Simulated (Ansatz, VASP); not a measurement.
# Si6H2O in two plane-wave programs, part 2 of 3

One calculation is typed for both programs; each brings its own data sets. How far apart do they land? Of the first pair: The cell is taken from a series of runs on this material, whose earlier steps may have relaxed, scaled, displaced or heated it; both programs get it as it stands.

VASP 6.6.1 and Ansatz 0.2.0.

So far: Set-up; VASP: single point, PBE, pair 1.

### Step 3. Ansatz: single point, PBE, pair 1

Level of this step: Ansatz beside VASP: Kohn-Sham DFT, plane waves, PBE (Ansatz).

Ansatz runs on its default PAW (the set named soft_2) files.

The same cell, functional, mesh and smearing now go to Ansatz, which takes its cutoff from its data sets.

Input file input.yaml:

```yaml
crystal:
  lattice:
    - [7.6791796437, 0.0, 0.0]
    - [3.8395898218, 6.6503646517, 0.0]
    - [0.0, 0.0, 24.6337769138]
  atoms:
    - { symbol: H, position: [0.05529451, 0.0487510454, 0.7186156605] }
    - { symbol: H, position: [0.55529451, 0.0487510454, 0.7186156605] }
    - { symbol: H, position: [0.05529451, 0.5487510454, 0.7186156605] }
    - { symbol: H, position: [0.55529451, 0.5487510454, 0.7186156605] }
    - { symbol: O, position: [-0.0111484039, -0.0130585892, 0.6996916384] }
    - { symbol: O, position: [0.4888515961, -0.0130585892, 0.6996916384] }
    - { symbol: O, position: [-0.0111484039, 0.4869414108, 0.6996916384] }
    - { symbol: O, position: [0.4888515961, 0.4869414108, 0.6996916384] }
    - { symbol: Si, position: [-0.0016282458, -0.0039412323, 0.631362965] }
    - { symbol: Si, position: [0.4983717542, -0.0039412323, 0.631362965] }
    - { symbol: Si, position: [-0.0016282458, 0.4960587677, 0.631362965] }
    - { symbol: Si, position: [0.4983717542, 0.4960587677, 0.631362965] }
    - { symbol: Si, position: [0.8321071641, 0.3299414926, 0.5994480562] }
    - { symbol: Si, position: [0.3321071641, 0.3299414926, 0.5994480562] }
    - { symbol: Si, position: [0.8321071641, 0.8299414926, 0.5994480562] }
    - { symbol: Si, position: [0.3321071641, 0.8299414926, 0.5994480562] }
    - { symbol: Si, position: [0.833934698, 0.3329429848, 0.5034328509] }
    - { symbol: Si, position: [0.333934698, 0.3329429848, 0.5034328509] }
    - { symbol: Si, position: [0.833934698, 0.8329429848, 0.5034328509] }
    - { symbol: Si, position: [0.333934698, 0.8329429848, 0.5034328509] }
    - { symbol: Si, position: [0.1672282283, 0.1663381522, 0.4710570006] }
    - { symbol: Si, position: [0.6672282283, 0.1663381522, 0.4710570006] }
    - { symbol: Si, position: [0.1672282283, 0.6663381522, 0.4710570006] }
    - { symbol: Si, position: [0.6672282283, 0.6663381522, 0.4710570006] }
    - { symbol: Si, position: [0.166666667, 0.166666667, 0.375247085] }
    - { symbol: Si, position: [0.666666667, 0.166666667, 0.375247085] }
    - { symbol: Si, position: [0.166666667, 0.666666667, 0.375247085] }
    - { symbol: Si, position: [0.666666667, 0.666666667, 0.375247085] }
    - { symbol: Si, position: [0.0, 0.0, 0.343430893] }
    - { symbol: Si, position: [0.5, 0.0, 0.343430893] }
    - { symbol: Si, position: [0.0, 0.5, 0.343430893] }
    - { symbol: Si, position: [0.5, 0.5, 0.343430893] }
    - { symbol: H, position: [0.0, 0.0, 0.284162677] }
    - { symbol: H, position: [0.5, 0.0, 0.284162677] }
    - { symbol: H, position: [0.0, 0.5, 0.284162677] }
    - { symbol: H, position: [0.5, 0.5, 0.284162677] }
kpoints:
  mp_grid: { grid: [3, 3, 1] }
scf:
  occupations: { method: fermi_dirac, width: 0.02 }
  n_extra_bands: 36
hamiltonian:
  xc: pbe
  pseudopotentials: { kind: paw }
output:
  forces: true
  write_potential: true
  volumetric_format: []
  efg: { contact_densities: true }
  dos:
    projected:
      site_lists:
        adsorbate: [4, 0, 5, 1, 6, 2, 7, 3]
        layer_1: [8, 9, 10, 11]
        layer_2: [12, 13, 14, 15]
        layer_3: [16, 17, 18, 19]
        middle: [20, 21, 22, 23]
        other_layers: [24, 25, 26, 27, 28, 29, 30, 31, 32, 33, 34, 35]
    de: 0.05
    e_range: [-30, 12]
    method: { smearing: { sigma: 0.12, scheme: gaussian } }
  eigenstates:
    kpoints:
      - [0.33333333, -0.33333333, 0.0]
      - [0.25, -0.375, 0.0]
      - [0.16666667, -0.41666667, 0.0]
      - [0.08333333, -0.45833333, 0.0]
      - [0.0, 0.5, 0.0]
      - [-0.08333333, 0.45833333, 0.0]
      - [-0.16666667, 0.41666667, 0.0]
      - [-0.25, 0.375, 0.0]
      - [-0.33333333, 0.33333333, 0.0]
      - [-0.41666667, 0.29166667, 0.0]
      - [0.5, 0.25, 0.0]
      - [0.41666667, 0.20833333, 0.0]
      - [0.33333333, 0.16666667, 0.0]
      - [0.25, 0.125, 0.0]
      - [0.16666667, 0.08333333, 0.0]
      - [0.08333333, 0.04166667, 0.0]
      - [0.0, 0.0, 0.0]
      - [0.07142857, 0.0, 0.0]
      - [0.14285714, 0.0, 0.0]
      - [0.21428571, 0.0, 0.0]
      - [0.28571429, 0.0, 0.0]
      - [0.35714286, 0.0, 0.0]
      - [0.42857143, 0.0, 0.0]
      - [0.5, 0.0, 0.0]
      - [-0.42857143, 0.0, 0.0]
      - [-0.35714286, 0.0, 0.0]
      - [-0.28571429, 0.0, 0.0]
      - [-0.21428571, 0.0, 0.0]
      - [-0.14285714, 0.0, 0.0]
      - [-0.07142857, 0.0, 0.0]
      - [0.04166667, 0.08333333, 0.0]
      - [0.08333333, 0.16666667, 0.0]
      - [0.125, 0.25, 0.0]
      - [0.16666667, 0.33333333, 0.0]
      - [0.20833333, 0.41666667, 0.0]
      - [0.25, 0.5, 0.0]
      - [0.29166667, -0.41666667, 0.0]
    e_range: [-8.0, 6.0]
    unfold:
      supercell_matrix: [[2, 0, 0], [0, 2, 0], [0, 0, 1]]
      layers:
        axis: 3
        edges: [0.121784, 0.386171, 0.398177, 0.604601, 0.615404, 0.880991]
efield:
  axis: 3
  dipole_correction: true
```

The run is started by

```bash
$ ansatz run input.yaml --threads 4 --pin off --max-ram 8192MiB --backend cpu --events-out ev --progress --plain --runs-dir out
```

Numbers of over 12 decimals in the logs are rounded to 6 here.

Log:

```text
scf.n_extra_bands = 36 over 64 filled bands (N_el = 128.0): the run solves 100 bands
Engine: ansatz 0.2.0, x86_64-unknown-linux-gnu
Pseudopotentials: kind: paw
Pseudopotential: H, paw, valence charge 1, recommended cutoff 420 eV (normal), H.paw.azcp
Pseudopotential: O, paw, valence charge 6, recommended cutoff 420 eV (normal), O.paw.azcp
Pseudopotential: Si, paw, valence charge 4, recommended cutoff 420 eV (normal), Si.paw.azcp
Functional definition: PBE
  parameter kappa = 0.804
  parameter beta = 0.066725
  exchange = pbe_x(kappa = kappa, mu = beta*pi^2/3)
  correlation = pbe_c(beta = beta)
Crystal: 36 atoms, lattice volume = 1258.031 Å³
Basis set: ecut = 420 eV, 24545 PW (Γ), exchange–correlation on 108×108×360 points (8 copies of the dense FFT grid, shifted against one another)
Bands: 100, of which v1, the nominal top of the filled ones, is band 64 counted from 1 (63 counted from 0)
Symmetry: 4 space group operations
Space group: P1 (ITA 1), of the structure as read, at distance tolerance 1.1e-4 Å
k-points: 5 of 9 (time reversal used)
Non-local potential: H, projectors of the file, l = 0: 2, l = 1: 1
Non-local potential: O, projectors of the file, l = 0: 2, l = 1: 2, l = 2: 1
Non-local potential: Si, projectors of the file, l = 0: 2, l = 1: 2, l = 2: 2
PAW form: soft (Blöchl's): semilocal exchange-correlation on the pseudo side does not see the compensation charge
PAW one-centre angular grid: H, 110 points (default); XC on 64 Gauss nodes
PAW one-centre angular grid: O, 110 points (default); XC on 64 Gauss nodes
PAW one-centre angular grid: Si, 110 points (default); XC on 64 Gauss nodes
Initial density: superposition of atomic densities (neutral atoms: chi_scale 0, normalization atom), corrected by the library's trained network
Initial wavefunctions: pseudopotential atomic-orbital guess
Functional: x = pbe(κ = 0.804, μ = 0.219515), c = pbe(β = 0.066725)
SCF iter   1: F=—  HF=-17657.402600 eV  |F-HF|=—  |Δ(HF+E_count)|=         —  Δρ=2.06e-3  dr2=4.46e-1  ethr=1.77e-3  p=-0.057 e·Å  D=-8.18e-3 V/Å  ΔV_dip=0.20 eV  dr2_dipole=5.93e-2  V_vac-E_F(+/−)=3.75/3.55 eV  ⟨swp⟩=8.0  Hψ=2735  notcnv=0  defer=29
efield: sawtooth ramp at fractional position 0.9514 (placed from the atoms, in the widest stretch of the axis that holds none; the zero of the levels goes with the place), width 0.1000; the density the first Hamiltonian is built on has a dipole p = -0.057 e·Å; the dipole correction subtracts the counter field D = -8.18e-3 V/Å, which shifts the + side's vacuum level by +0.20 eV against the − side's; the planar-averaged density in the ramp window peaks in size at 1.6e-5 e/Å³
preconditioner: auto → Resta (q_TF=auto, 1.864 Å⁻¹)  ε∞=2.8  [insulator: Δε(μ)=0.923 eV  Ē_g=8.546 eV  σ=0.020 eV  W_gap=1.00  n_scr=134 (ndim 8)  ℏωp=11.5 eV  f_vac=0.496  D(μ)=0.00/eV (n_scr^D=0)  ε∞_Penn≈2.8  vacuum switching on, ρ_ref=5.3e-3 e/Å³]
SCF iter   2: F=—  HF=-17657.349297 eV  |F-HF|=—  |Δ(HF+E_count)|=   5.33e-2  Δρ=1.08e-3  dr2=7.87e-2  ethr=3.49e-4  p=0.105 e·Å  D=1.51e-2 V/Å  ΔV_dip=-0.37 eV  dr2_dipole=2.67e-2  V_vac-E_F(+/−)=3.79/4.16 eV  ⟨swp⟩=3.2  Hψ=676  notcnv=0  defer=135
SCF iter   3: F=—  HF=-17657.340543 eV  |F-HF|=—  |Δ(HF+E_count)|=   8.75e-3  Δρ=5.18e-4  dr2=5.03e-3  ethr=6.15e-5  p=0.027 e·Å  D=3.88e-3 V/Å  ΔV_dip=-0.10 eV  dr2_dipole=1.89e-3  V_vac-E_F(+/−)=3.86/3.96 eV  ⟨swp⟩=3.2  Hψ=546  notcnv=0  defer=135
SCF iter   4: F=—  HF=-17657.341492 eV  |F-HF|=—  |Δ(HF+E_count)|=   9.49e-4  Δρ=2.80e-4  dr2=1.25e-3  ethr=3.93e-6  p=0.047 e·Å  D=6.79e-3 V/Å  ΔV_dip=-0.17 eV  dr2_dipole=5.05e-6  V_vac-E_F(+/−)=3.84/4.00 eV  ⟨swp⟩=2.0  Hψ=605  notcnv=0  defer=135
SCF iter   5: F=—  HF=-17657.342176 eV  |F-HF|=—  |Δ(HF+E_count)|=   6.85e-4  Δρ=1.06e-4  dr2=1.31e-4  ethr=9.79e-7  p=0.050 e·Å  D=7.14e-3 V/Å  ΔV_dip=-0.18 eV  dr2_dipole=1.65e-5  V_vac-E_F(+/−)=3.84/4.02 eV  ⟨swp⟩=2.0  Hψ=628  notcnv=0  defer=135
SCF iter   6: F=—  HF=-17657.342269 eV  |F-HF|=—  |Δ(HF+E_count)|=   9.22e-5  Δρ=3.36e-5  dr2=1.52e-5  ethr=1.03e-7  p=0.052 e·Å  D=7.53e-3 V/Å  ΔV_dip=-0.19 eV  dr2_dipole=8.61e-8  V_vac-E_F(+/−)=3.84/4.03 eV  ⟨swp⟩=2.0  Hψ=681  notcnv=0  defer=135
SCF iter   7: F=—  HF=-17657.342340 eV  |F-HF|=—  |Δ(HF+E_count)|=   7.18e-5  Δρ=1.21e-5  dr2=2.20e-6  ethr=1.19e-8  p=0.053 e·Å  D=7.58e-3 V/Å  ΔV_dip=-0.19 eV  dr2_dipole=1.00e-9  V_vac-E_F(+/−)=3.84/4.03 eV  ⟨swp⟩=2.0  Hψ=792  notcnv=0  defer=135
SCF iter   8: F=—  HF=-17657.342342 eV  |F-HF|=—  |Δ(HF+E_count)|=   1.89e-6  Δρ=2.86e-6  dr2=1.38e-7  ethr=1.72e-9  p=0.053 e·Å  D=7.62e-3 V/Å  ΔV_dip=-0.19 eV  dr2_dipole=4.81e-11  V_vac-E_F(+/−)=3.84/4.03 eV  ⟨swp⟩=2.0  Hψ=573  notcnv=0  defer=135
SCF iter   9: F=-17657.342342 eV  HF=-17657.342342 eV  |F-HF|=1.79e-8  |Δ(HF+E_count)|=   8.92e-8  Δρ=9.67e-7  dr2=1.09e-8  ethr=7.81e-11  p=0.053 e·Å  D=7.62e-3 V/Å  ΔV_dip=-0.19 eV  dr2_dipole=6.46e-11  V_vac-E_F(+/−)=3.84/4.03 eV  ⟨swp⟩=21.2  Hψ=4821  notcnv=0
SCF 1 converged in 9 iterations: F = -17657.342342 eV  dr2 = 1.09e-8
[...]
atom   2  H  V_zz =    +4.259469   η = 0.0647   by run symmetry: allowed
            electrostatic potential = -31.559707 V   contact ρ = 3.008687 e/Å³
  atom   3  H  V_zz =    +4.259469   η = 0.0647   by run symmetry: allowed
            electrostatic potential = -31.559707 V   contact ρ = 3.008687 e/Å³
  atom   4  H  V_zz =    +4.259469   η = 0.0647   by run symmetry: allowed
            electrostatic potential = -31.559707 V   contact ρ = 3.008687 e/Å³
  atom   5  O  V_zz =   +12.857404   η = 0.7217   by run symmetry: allowed
            electrostatic potential = -613.637217 V   contact ρ = 2155.905082 e/Å³
  atom   6  O  V_zz =   +12.857404   η = 0.7217   by run symmetry: allowed
            electrostatic potential = -613.637217 V   contact ρ = 2155.905082 e/Å³
  atom   7  O  V_zz =   +12.857404   η = 0.7217   by run symmetry: allowed
            electrostatic potential = -613.637217 V   contact ρ = 2155.905082 e/Å³
  atom   8  O  V_zz =   +12.857404   η = 0.7217   by run symmetry: allowed
            electrostatic potential = -613.637217 V   contact ρ = 2155.905082 e/Å³
  atom   9  Si V_zz =    +2.175887   η = 0.1849   by run symmetry: allowed
            electrostatic potential = -1350.947541 V   contact ρ = 12809.522256 e/Å³
  atom  10  Si V_zz =    +2.175887   η = 0.1849   by run symmetry: allowed
            electrostatic potential = -1350.947541 V   contact ρ = 12809.522256 e/Å³
  atom  11  Si V_zz =    +2.175887   η = 0.1849   by run symmetry: allowed
            electrostatic potential = -1350.947541 V   contact ρ = 12809.522256 e/Å³
  atom  12  Si V_zz =    +2.175887   η = 0.1849   by run symmetry: allowed
            electrostatic potential = -1350.947541 V   contact ρ = 12809.522256 e/Å³
  atom  13  Si V_zz =    +0.990254   η = 0.1463   by run symmetry: allowed
            electrostatic potential = -1351.939827 V   contact ρ = 12810.453220 e/Å³
  atom  14  Si V_zz =    +0.990254   η = 0.1463   by run symmetry: allowed
            electrostatic potential = -1351.939827 V   contact ρ = 12810.453220 e/Å³
  atom  15  Si V_zz =    +0.990254   η = 0.1463   by run symmetry: allowed
            electrostatic potential = -1351.939827 V   contact ρ = 12810.453220 e/Å³
  atom  16  Si V_zz =    +0.990254   η = 0.1463   by run symmetry: allowed
            electrostatic potential = -1351.939827 V   contact ρ = 12810.453220 e/Å³
  atom  17  Si V_zz =    +0.476816   η = 0.0292   by run symmetry: allowed
            electrostatic potential = -1351.451988 V   contact ρ = 12810.572604 e/Å³
  atom  18  Si V_zz =    +0.476816   η = 0.0292   by run symmetry: allowed
            electrostatic potential = -1351.451988 V   contact ρ = 12810.572604 e/Å³
  atom  19  Si V_zz =    +0.476816   η = 0.0292   by run symmetry: allowed
            electrostatic potential = -1351.451988 V   contact ρ = 12810.572604 e/Å³
  atom  20  Si V_zz =    +0.476816   η = 0.0292   by run symmetry: allowed
            electrostatic potential = -1351.451988 V   contact ρ = 12810.572604 e/Å³
  atom  21  Si V_zz =    +0.165684   η = 0.1377   by run symmetry: allowed
            electrostatic potential = -1351.488117 V   contact ρ = 12810.485793 e/Å³
  atom  22  Si V_zz =    +0.165684   η = 0.1377   by run symmetry: allowed
            electrostatic potential = -1351.488117 V   contact ρ = 12810.485793 e/Å³
  atom  23  Si V_zz =    +0.165684   η = 0.1377   by run symmetry: allowed
            electrostatic potential = -1351.488117 V   contact ρ = 12810.485793 e/Å³
  atom  24  Si V_zz =    +0.165684   η = 0.1377   by run symmetry: allowed
            electrostatic potential = -1351.488117 V   contact ρ = 12810.485793 e/Å³
  atom  25  Si V_zz =    +0.252065   η = 0.0038   by run symmetry: allowed
            electrostatic potential = -1351.618545 V   contact ρ = 12810.139122 e/Å³
  atom  26  Si V_zz =    +0.252065   η = 0.0038   by run symmetry: allowed
[...]
atom  27  Si V_zz =    +0.252065   η = 0.0038   by run symmetry: allowed
[...]
atom  28  Si V_zz =    +0.252065   η = 0.0038   by run symmetry: allowed
[...]
atom  29  Si V_zz =    -1.834093   η = 0.0049   by run symmetry: allowed
            electrostatic potential = -1351.695479 V   contact ρ = 12809.560439 e/Å³
  atom  30  Si V_zz =    -1.834093   η = 0.0049   by run symmetry: allowed
            electrostatic potential = -1351.695479 V   contact ρ = 12809.560439 e/Å³
  atom  31  Si V_zz =    -1.834093   η = 0.0049   by run symmetry: allowed
            electrostatic potential = -1351.695479 V   contact ρ = 12809.560439 e/Å³
  atom  32  Si V_zz =    -1.834093   η = 0.0049   by run symmetry: allowed
            electrostatic potential = -1351.695479 V   contact ρ = 12809.560439 e/Å³
  atom  33  H  V_zz =    +1.587003   η = 0.0002   by run symmetry: allowed
            electrostatic potential = -34.873860 V   contact ρ = 3.003722 e/Å³
  atom  34  H  V_zz =    +1.587003   η = 0.0002   by run symmetry: allowed
            electrostatic potential = -34.873860 V   contact ρ = 3.003722 e/Å³
  atom  35  H  V_zz =    +1.587003   η = 0.0002   by run symmetry: allowed
            electrostatic potential = -34.873860 V   contact ρ = 3.003722 e/Å³
  atom  36  H  V_zz =    +1.587003   η = 0.0002   by run symmetry: allowed
            electrostatic potential = -34.873860 V   contact ρ = 3.003722 e/Å³
--- Band table (eV; the first three rows and the last of 5) ---
  k-point 0: bands = [... 60 lower, -0.4855, -0.4255, -0.0411, 0.0587, 0.9881, 0.9896, 1.0016, 1.4692, ... 32 higher]
  k-point 1: bands = [... 60 lower, -1.3810, -1.0212, -0.9439, -0.4102, 1.1223, 1.7301, 1.7908, 1.8986, ... 32 higher]
  k-point 2: bands = [... 60 lower, -1.3864, -1.0151, -0.9397, -0.4052, 1.1258, 1.7335, 1.7953, 1.8908, ... 32 higher]
  k-point 4: bands = [... 60 lower, -1.6765, -1.3797, -1.2889, -1.2886, 2.0564, 2.1976, 2.2640, 2.2658, ... 32 higher]
```

The column dr2 measures how far the density is from self-consistency, as an energy; F and HF (Harris–Foulkes) agree once it is small.

### Step 4. Side by side

Known differences besides the potentials themselves: the cutoff is 420 eV in Ansatz and 520 eV in VASP (PREC = Accurate, projectors in real space). Total energies have different zeros and are not compared.

Compared:

| quantity | Ansatz | VASP | difference |
| --- | --- | --- | --- |
| gap on the k mesh (eV) | 0.929 | 0.932 | -0.002 |

Forces on 10 of the 36 atoms, those with the largest forces and the largest differences (eV/Å; atoms numbered as in POSCAR):

| atom | Ansatz x, y, z | VASP x, y, z |
| --- | --- | --- |
| H1 | -0.004, 0.001, -0.001 | 0.066, 0.038, 0.079 |
| H2 | -0.004, 0.001, -0.001 | 0.066, 0.038, 0.079 |
| H3 | -0.004, 0.001, -0.001 | 0.066, 0.038, 0.079 |
| H6 | 0.001, -0.001, -0.774 | 0.001, -0.001, -0.761 |
| H7 | 0.001, -0.001, -0.774 | 0.001, -0.001, -0.761 |
| H8 | 0.001, -0.001, -0.774 | 0.001, -0.001, -0.761 |
| Si33 | -0.001, 0.001, 0.852 | 0.000, 0.001, 0.839 |
| Si34 | -0.001, 0.001, 0.852 | 0.000, 0.001, 0.839 |
| Si35 | -0.001, 0.001, 0.852 | 0.000, 0.001, 0.839 |
| Si36 | -0.001, 0.001, 0.852 | 0.000, 0.001, 0.839 |

The forces differ by 28 meV/Å r.m.s., which is 12.7 % of the r.m.s. force of 0.220 eV/Å (both taken over all components). A gap on the mesh is an upper bound, since the band edges may lie between its points. Where the cell holds vacuum, a pressure given here is an average over it and none of the material.

### Step 5. Ansatz: relaxation, PBE

The two programs are compared at the cell with which this relaxation starts, whose forces are those of its first step.

The structure compared here is the start of the Ansatz relaxation; VASP solves that cell, so the two are compared at the walk's first step.

Input file input.yaml:

```yaml
crystal:
  lattice:
    - [7.6791796437, 0.0, 0.0]
    - [3.8395898218, 6.6503646517, 0.0]
    - [0.0, 0.0, 24.6337769138]
  atoms:
    - { symbol: H, position: [0.114595574, 0.0, 0.715837323] }
    - { symbol: H, position: [0.614595574, 0.0, 0.715837323] }
    - { symbol: H, position: [0.114595574, 0.5, 0.715837323] }
    - { symbol: H, position: [0.614595574, 0.5, 0.715837323] }
    - { symbol: O, position: [0.0, 0.0, 0.699599455] }
    - { symbol: O, position: [0.5, 0.0, 0.699599455] }
    - { symbol: O, position: [0.0, 0.5, 0.699599455] }
    - { symbol: O, position: [0.5, 0.5, 0.699599455] }
    - { symbol: Si, position: [0.0, 0.0, 0.629776626] }
    - { symbol: Si, position: [0.5, 0.0, 0.629776626] }
    - { symbol: Si, position: [0.0, 0.5, 0.629776626] }
    - { symbol: Si, position: [0.5, 0.5, 0.629776626] }
    - { symbol: Si, position: [0.833333333, 0.333333333, 0.597960434] }
    - { symbol: Si, position: [0.333333333, 0.333333333, 0.597960434] }
    - { symbol: Si, position: [0.833333333, 0.833333333, 0.597960434] }
    - { symbol: Si, position: [0.333333333, 0.833333333, 0.597960434] }
    - { symbol: Si, position: [0.833333333, 0.333333333, 0.502511856] }
    - { symbol: Si, position: [0.333333333, 0.333333333, 0.502511856] }
    - { symbol: Si, position: [0.833333333, 0.833333333, 0.502511856] }
    - { symbol: Si, position: [0.333333333, 0.833333333, 0.502511856] }
    - { symbol: Si, position: [0.166666667, 0.166666667, 0.470695663] }
    - { symbol: Si, position: [0.666666667, 0.166666667, 0.470695663] }
    - { symbol: Si, position: [0.166666667, 0.666666667, 0.470695663] }
    - { symbol: Si, position: [0.666666667, 0.666666667, 0.470695663] }
    - { symbol: Si, position: [0.166666667, 0.166666667, 0.375247085] }
    - { symbol: Si, position: [0.666666667, 0.166666667, 0.375247085] }
    - { symbol: Si, position: [0.166666667, 0.666666667, 0.375247085] }
    - { symbol: Si, position: [0.666666667, 0.666666667, 0.375247085] }
    - { symbol: Si, position: [0.0, 0.0, 0.343430893] }
    - { symbol: Si, position: [0.5, 0.0, 0.343430893] }
    - { symbol: Si, position: [0.0, 0.5, 0.343430893] }
    - { symbol: Si, position: [0.5, 0.5, 0.343430893] }
    - { symbol: H, position: [0.0, 0.0, 0.284162677] }
    - { symbol: H, position: [0.5, 0.0, 0.284162677] }
    - { symbol: H, position: [0.0, 0.5, 0.284162677] }
    - { symbol: H, position: [0.5, 0.5, 0.284162677] }
kpoints:
  mp_grid: { grid: [3, 3, 1] }
scf:
  occupations: { method: fermi_dirac, width: 0.02 }
  n_extra_bands: 25
hamiltonian:
  xc: pbe
  pseudopotentials: { kind: paw }
output:
  forces: true
  write_potential: true
  volumetric_format: []
efield:
  axis: 3
  dipole_correction: true
relax:
  f_tol: 0.03
  max_steps: 70
  constraints: [{ sites: [24, 25, 26, 27, 28, 29, 30, 31, 32, 33, 34, 35] }]
```

Log:

```text
[...]
Crystal: 36 atoms, lattice volume = 1258.031 Å³
Basis set: ecut = 420 eV, 24545 PW (Γ), exchange–correlation on 108×108×360 points (8 copies of the dense FFT grid, shifted against one another)
Bands: 89, of which v1, the nominal top of the filled ones, is band 64 counted from 1 (63 counted from 0)
Symmetry: 4 space group operations
[...]
k-points: 5 of 9 (time reversal used)
[...]
- { symbol: Si, position: [0.832107, 0.829941, 0.599448] }
    - { symbol: Si, position: [0.332107, 0.829941, 0.599448] }
[...]
- { symbol: Si, position: [0.0, 0.0, 0.343431] }
    - { symbol: Si, position: [0.500000, 0.0, 0.343431] }
    - { symbol: Si, position: [-2.7755575615628914e-17, 0.500000, 0.343431] }
    - { symbol: Si, position: [0.500000, 0.500000, 0.343431] }
    - { symbol: H, position: [0.0, 0.0, 0.284162677] }
    - { symbol: H, position: [0.500000, 0.0, 0.284162677] }
    - { symbol: H, position: [-2.7755575615628914e-17, 0.500000, 0.284162677] }
    - { symbol: H, position: [0.500000, 0.500000, 0.284162677] }
```

[end of part 2 of 3]

[Lines on the potential files, build, host, timing and source positions are cut from VASP's logs without a mark.]

[Logs are printed without paths, hosts, clocks, repeated set-up lines and the standing remarks that a program may print on its own settings, such as how far it seeks lower states.]

[Hosts, paths, dates, database ids (printed as entryN), source tags and the programs' standing remarks are cut or masked in the printed files.]
